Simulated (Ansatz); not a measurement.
**From barrier to diffusion: H in BP**

Computed with DFT PBE, scalar-relativistic, plane waves, PAW in Ansatz 0.2.0. Settings: 420 eV cutoff, 2×2×2 k-mesh, shifted by half a step, Gaussian smearing of 0.02 eV, no spin polarisation.

Host crystal, relaxed:

```
CELL_PARAMETERS angstrom
0.00000 2.27410 2.27410
2.27410 0.00000 2.27410
2.27410 2.27410 0.00000
ATOMIC_POSITIONS crystal
B 0.00000 0.00000 0.00000
P 0.25000 0.25000 0.25000
```

In a supercell of 32 host sites with charge -1, interstitial H hops to an equivalent place, moving 3.22 Å. Climbing-image nudged elastic band at fixed cell; the order of the saddle wasn't checked, and the small cell leaves errors of about a tenth of an eV. Zero-point motion and tunnelling, which matter for H, are left out.

| image | path (Å) | E − E(0) (eV) |
| --- | --- | --- |
| 0 | 0.00 | 0.000 |
| 1 | 0.57 | 0.459 |
| 2 | 1.14 | 0.920 |
| 3 | 1.93 | 0.492 |
| 4 | 2.73 | 0.702 |
| 5 | 3.53 | 0.738 |
| 6 | 4.32 | 0.000 |

Q: What are the barriers forward and back, and what attempt frequency does the shape suggest?

A: Forward 0.92 eV, back 0.92 eV, the ends being level. For a sinusoidal profile E_b sin²(πx/l), with the H atom alone moving, ν = (1/l)√(E_b/2m) = 2.1×10¹³ s⁻¹, within an order of magnitude of the customary 10¹³ s⁻¹; a true prefactor needs the vibrations at the minimum and at the saddle.

Q: With ν = 10¹³ s⁻¹, give the forward jump rate along this one path, the wait 1/k for that jump, the diffusivity D ≈ l²k and the distance √(Dt) covered in an hour at 300, 600 and 1000 K, taking the host as solid throughout.

A: k = ν exp(−E_b/k_BT):
```json
{"T (K)": "300", "k (1/s)": "3.5×10⁻³", "wait (s)": "288", "D (cm²/s)": "3.6×10⁻¹⁸", "√(Dt) in 1 h (nm)": "1.1"}
{"T (K)": "600", "k (1/s)": "1.9×10⁵", "wait (s)": "5.4×10⁻⁶", "D (cm²/s)": "1.9×10⁻¹⁰", "√(Dt) in 1 h (nm)": "8328"}
{"T (K)": "1000", "k (1/s)": "2.3×10⁸", "wait (s)": "4.3×10⁻⁹", "D (cm²/s)": "2.4×10⁻⁷", "√(Dt) in 1 h (nm)": "2.9×10⁵"}
```

D = l²k holds for six equivalent jumps in three dimensions (z l²k/6) and is a scale otherwise. Long-range transport needs a connected net of such jumps, and traps slow it. D is that of an interstitial already there. An error of 0.1 eV in the barrier changes k by a factor of 48 at 300 K and 3.2 at 1000 K.

Cost: 1 run of about 22 core-minutes, on Intel Xeon Platinum 8259CL (Skylake/Cascade Lake) (shared hosts).